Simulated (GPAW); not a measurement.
## A GW chain in GPAW: BN (F-43m)

How does a plane-wave GW calculation on BN (F-43m) run from the first input to the gap?

Method: PBE and many-body steps on it, plane waves, in GPAW 26.7.0.

Most raw output is cut from this account.

## Step 1: Set-up

The structure is cubic, space group F-43m (No. 216). The conventional cell has a = 3.615 Å, b = 3.615 Å, c = 3.615 Å, α = 90.00°, β = 90.00°, γ = 90.00°. B has 4 N at 1.57 Å nearest. Nearest to N lie 4 B at 1.57 Å. Farther neighbours and most contacts between anions are not listed.

As a file:

```cif
data_structure
_symmetry_space_group_name_H-M 'P 1'
_symmetry_Int_Tables_number 1
_cell_length_a 2.5562
_cell_length_b 2.5562
_cell_length_c 2.5562
_cell_angle_alpha 60.000
_cell_angle_beta 60.000
_cell_angle_gamma 60.000
_cell_volume 11.81
loop_
_atom_site_label
_atom_site_type_symbol
_atom_site_fract_x
_atom_site_fract_y
_atom_site_fract_z
_atom_site_occupancy
B1 B 0.00000 0.00000 0.00000 1
N2 N 0.25000 0.25000 0.25000 1
```

The cell and positions come from the Crystallography Open Database and are kept as given unless a step says otherwise.

## Step 2: Ground state

This step: GPAW 26.7.0; DFT, PBE, plane waves, PAW.

The ground-state density comes first.

run.py reads:

```python
import json
import numpy as np
from gpaw.mpi import world
from ase import Atoms
from gpaw import GPAW, PW, FermiDirac

atoms = Atoms(['B', 'N'],
    cell=[[0.0000000000, 1.8075000000, 1.8075000000],
      [1.8075000000, 0.0000000000, 1.8075000000],
      [1.8075000000, 1.8075000000, 0.0000000000]],
    scaled_positions=[[0.0000000000, 0.0000000000, 0.0000000000],
      [0.2500000000, 0.2500000000, 0.2500000000]],
    pbc=(True, True, True))
calc = GPAW(mode=PW(600),
    xc='PBE',
    kpts={'size': (12, 12, 12), 'gamma': True},
    occupations=FermiDirac(0.001),
    nbands=-7,
    convergence={'density': 1e-6, 'bands': -3},
    maxiter=100,
    txt='gs.txt')
atoms.calc = calc
res = {'energy': atoms.get_potential_energy()}
kpts = calc.get_ibz_k_points()
res['kpts'] = kpts
res['eigenvalues'] = [calc.get_eigenvalues(kpt=k) for k in range(len(kpts))]
res['n_electrons'] = calc.get_number_of_electrons()
calc.write('gs.gpw')

if world.rank == 0:
    with open('result.json', 'w') as f:
        json.dump(res, f, default=lambda x: x.tolist())
```

Launch:

```console
$ mpirun -n 4 gpaw python run.py
```

Elapsed: 4.9 s, on 4 MPI ranks of Arm Neoverse V1, shared host; peak memory 0.56 GiB.

This step gave:

| Item | Value |
| --- | --- |
| total energy | -17.32 eV |
| gap | 4.457 eV |
| k of the valence top | 0, 0, 0 |
| k of the conduction bottom | 0.5, 0.5, 0 |
| least direct gap | 8.828 eV |

The gap is indirect, with the least direct gap 4.37 eV higher.

## Step 3: Bands along the symmetry lines

Levels along a band path, at the cheap level, show where the edges lie and whether the meshes to come will hold them.

run.py reads:

```python
import json
import numpy as np
from gpaw.mpi import world
from gpaw import GPAW

path = [[0.000000, 0.000000, 0.000000],
    [-0.062500, -0.062500, 0.000000],
    [-0.125000, -0.125000, 0.000000],
    [-0.187500, -0.187500, 0.000000],
    [-0.250000, -0.250000, 0.000000],
    [-0.312500, -0.312500, 0.000000],
    [-0.375000, -0.375000, 0.000000],
    [-0.437500, -0.437500, 0.000000],
    [-0.500000, -0.500000, 0.000000],
    [-0.484375, -0.484375, 0.031250],
    [-0.468750, -0.468750, 0.062500],
    [-0.453125, -0.453125, 0.093750],
    [-0.437500, -0.437500, 0.125000],
    [-0.421875, -0.421875, 0.156250],
    [-0.406250, -0.406250, 0.187500],
    [-0.390625, -0.390625, 0.218750],
    [-0.375000, -0.375000, 0.250000],
    [-0.375000, 0.000000, 0.375000],
    [-0.328125, 0.000000, 0.328125],
    [-0.281250, 0.000000, 0.281250],
    [-0.234375, 0.000000, 0.234375],
    [-0.187500, 0.000000, 0.187500],
    [-0.140625, 0.000000, 0.140625],
    [-0.093750, 0.000000, 0.093750],
    [-0.046875, 0.000000, 0.046875],
    [0.000000, 0.000000, 0.000000],
    [0.000000, 0.000000, 0.062500],
    [0.000000, 0.000000, 0.125000],
    [0.000000, 0.000000, 0.187500],
    [0.000000, 0.000000, 0.250000],
    [0.000000, 0.000000, 0.312500],
    [0.000000, 0.000000, 0.375000],
    [0.000000, 0.000000, 0.437500],
    [-0.000000, -0.000000, 0.500000],
    [-0.062500, -0.031250, 0.468750],
    [-0.125000, -0.062500, 0.437500],
    [-0.187500, -0.093750, 0.406250],
    [-0.250000, -0.125000, 0.375000],
    [-0.312500, -0.156250, 0.343750],
    [-0.375000, -0.187500, 0.312500],
    [-0.437500, -0.218750, 0.281250],
    [-0.500000, -0.250000, 0.250000],
    [-0.500000, -0.281250, 0.218750],
    [-0.500000, -0.312500, 0.187500],
    [-0.500000, -0.343750, 0.156250],
    [-0.500000, -0.375000, 0.125000],
    [-0.500000, -0.406250, 0.093750],
    [-0.500000, -0.437500, 0.062500],
    [-0.500000, -0.468750, 0.031250],
    [-0.500000, -0.500000, 0.000000]]
calc = GPAW('gs.gpw').fixed_density(kpts=path,
    symmetry='off',
    nbands=14,
    convergence={'bands': 10},
    txt='bands.txt')
res = {}
kpts = calc.get_ibz_k_points()
res['kpts'] = kpts
res['eigenvalues'] = [calc.get_eigenvalues(kpt=k) for k in range(len(kpts))]
res['n_electrons'] = calc.get_number_of_electrons()

if world.rank == 0:
    with open('result.json', 'w') as f:
        json.dump(res, f, default=lambda x: x.tolist())
```

Launch:

```console
$ mpirun -n 4 gpaw python run.py
```

Run time: 3.9 s. Hardware: 4 MPI ranks; peak memory 0.46 GiB; 15 s of CPU time.

This step gave:

| Quantity | Value |
| --- | --- |
| gap | 4.457 eV |
| k of the valence top | 0, 0, 0 |
| k of the conduction bottom | -0.5, -0.5, 0 |
| least direct gap | 8.828 eV |

The gap is 4.457 eV, as in the run before at this level.

Electronic bands along the path, in eV, zero at the top of the highest filled band; v1 is the highest filled band, c1 the lowest empty one:

```
    point      v4      v3     v2     v1     c1     c2     c3     c4
        Γ  -20.25    0.00   0.00   0.00   8.83   8.83   8.83  10.33
  halfway  -18.29   -3.98  -2.99  -2.99   6.80  11.56  13.47  13.47
        X  -14.67   -8.91  -4.90  -4.90   4.46   9.23  17.96  17.96
  halfway  -14.60   -8.70  -5.97  -4.69   5.41  10.18  17.36  17.57
        U  -14.59   -8.13  -7.67  -4.08   6.91  12.88  15.84  16.70
jump to K  -14.59   -8.13  -7.67  -4.08   6.91  12.88  15.84  16.70
  halfway  -18.07   -5.75  -3.91  -1.11  10.65  10.72  11.21  13.57
        Γ  -20.25    0.00   0.00   0.00   8.83   8.83   8.83  10.33
  halfway  -18.77   -5.48  -1.12  -1.12   9.64  10.35  10.35  13.59
        L  -16.04  -10.69  -1.93  -1.93  10.14  10.72  10.72  15.27
  halfway  -15.34   -9.70  -4.83  -3.44   9.60  11.18  14.39  15.79
        W  -14.36   -7.58  -6.97  -6.51   9.61  13.31  14.51  14.68
  halfway  -14.52   -8.50  -5.77  -5.71   6.52  10.90  16.26  17.45
        X  -14.67   -8.91  -4.90  -4.90   4.46   9.23  17.96  17.96
```

## Step 4: Empty states on the mesh, 6×6×6 mesh, 59 bands

The sums over transitions need many empty states on a uniform mesh; this step solves for them.

run.py reads:

```python
import json
import numpy as np
from gpaw.mpi import world
from gpaw import GPAW

calc = GPAW('gs.gpw').fixed_density(kpts={'size': (6, 6, 6), 'gamma': True},
    parallel={'domain': 1, 'band': 1},
    txt='nscf.txt')
calc.diagonalize_full_hamiltonian(nbands=59)
calc.write('full.gpw', mode='all')
res = {}
kpts = calc.get_ibz_k_points()
res['kpts'] = kpts
res['eigenvalues'] = [calc.get_eigenvalues(kpt=k) for k in range(len(kpts))]
res['n_electrons'] = calc.get_number_of_electrons()

if world.rank == 0:
    with open('result.json', 'w') as f:
        json.dump(res, f, default=lambda x: x.tolist())
```

Launch:

```console
$ mpirun -n 4 gpaw python run.py
```

Elapsed: 3.8 s, on 4 MPI ranks; peak memory 0.46 GiB; 15 s of CPU time.

Numbers from this step:

```
gap                                                           : 4.457 eV
k of the valence top                                          : 0, 0, 0
k of the conduction bottom                                    : 0.5, 0.5, 0
least direct gap                                              : 8.828 eV
k points computed                                             : 16
lowest point of the top converged band, above the valence top : 132.6261 eV
```

On this mesh the gap is 4.457 eV.

## Step 5: Screening and self-energy, 6×6×6 mesh, 49 bands, screening to 150 eV

G0W0 replaces the xc potential by the self-energy, built once from these orbitals. Only a window of levels is corrected, while the sums run over the empty bands that the input names.

This step: G0W0 on PBE, plane waves, PAW.

run.py reads:

```python
import json
import numpy as np
from gpaw.mpi import world
from gpaw.response.g0w0 import G0W0

gw = G0W0('full.gpw',
    filename='gw',
    kpts=[0, 12],
    bands=(2, 6),
    ecut=150,
    nbands=49,
    integrate_gamma='WS',
    ppa=True)
gw.calculate()
res = {mode: {k: v for k, v in r.items() if k != 'sigma_eskwn'}
       for mode, r in gw.all_results.items()}

if world.rank == 0:
    with open('result.json', 'w') as f:
        json.dump(res, f, default=lambda x: x.tolist())
```

Launch:

```console
$ mpirun -n 4 gpaw python run.py
```

Elapsed: 14 s, on 4 MPI ranks; peak memory 0.86 GiB; 54 s of CPU time.

Numbers from this step:

- G0W0 gap on the points computed: 5.922 eV
- least direct G0W0 gap on the computed points: 10.92 eV
- Z at the valence top: 0.8277
- Z at the conduction bottom: 0.8548
- starting gap on the mesh: 4.457 eV
- k of the valence top: 0, 0, 0
- k of the conduction bottom: 0.5, 0.5, 0

The gap on the mesh goes from 4.46 eV to 5.92 eV, a correction of +1.47 eV.

Limits: finite bands, cutoff and mesh; coarse k mesh. v1 is the top filled band, c1 the lowest empty one. The levels before and after the correction (eV, zero at the valence-band top of each column):

```
           conduction bottom  valence top
Kohn-Sham               4.46         0.00
     G0W0               5.92         0.00
```

```
                       level  energy (eV)
Kohn-Sham            Γ v2-v1        0.000
Kohn-Sham            Γ c1-c2        8.828
Kohn-Sham  (0.5 0.5 0) v2-v1       -4.899
Kohn-Sham     (0.5 0.5 0) c1        4.457
Kohn-Sham     (0.5 0.5 0) c2        9.235
     G0W0            Γ v2-v1        0.000
     G0W0            Γ c1-c2       10.915
     G0W0  (0.5 0.5 0) v2-v1       -5.396
     G0W0     (0.5 0.5 0) c1        5.922
     G0W0     (0.5 0.5 0) c2       10.869
```

## Step 6: Where the time went

Times are wall times on 4 MPI ranks of Arm Neoverse V1, shared host, good to a factor of about two.

```
                          step   time  share  memory (GiB)
                  ground state  4.9 s   19 %          0.56
bands along the symmetry lines  3.9 s   15 %          0.46
      empty states on the mesh  3.8 s   14 %          0.46
     screening and self-energy   14 s   52 %          0.86
```

## Step 7: Outcome

```yaml
pbe_gap: 4.46 eV, indirect
g0w0_gap_on_the_mesh: 5.92 eV
gw_settings: 6×6×6 mesh, 49 bands, screening to 150 eV, Godby-Needs plasmon pole
known_limits: not at the basis limit; coarse k mesh
```

**Reading.** G0W0 moves the gap on the mesh from 4.46 eV to 5.92 eV (+1.47 eV), with Z of 0.83 and 0.85 at the edges. Only 2 of the mesh's irreducible points were corrected, so a valley elsewhere could overtake. The dearest step here is «screening and self-energy». Bands and cutoff are finite, so the gap is not at the basis limit. The miss can reach some tenths of an eV and take either sign; the mesh is an error of its own. These stock PAW sets were not made for GW. In the G0W0 run levels were corrected at 2 k points alone, so a gap called «on the mesh» is the least over those, and an edge elsewhere would be missed. The 6×6×6 mesh is coarse for this cell, which bears on the long-range parts of exchange and screening.

[Paths, hosts, dates, memory and timing lines, banners, echoed tables and standing remarks are left out of the program output.]

[Logs are printed without paths, hosts, clocks, repeated set-up lines and the standing remarks that a program may print on its own settings, such as how far it seeks lower states.]

[Runs of the session that timed out or met a known fault of the program may be left out.]

[Hosts, paths, dates, database ids (printed as entryN), source tags and the programs' standing remarks are cut or masked in the printed files.]
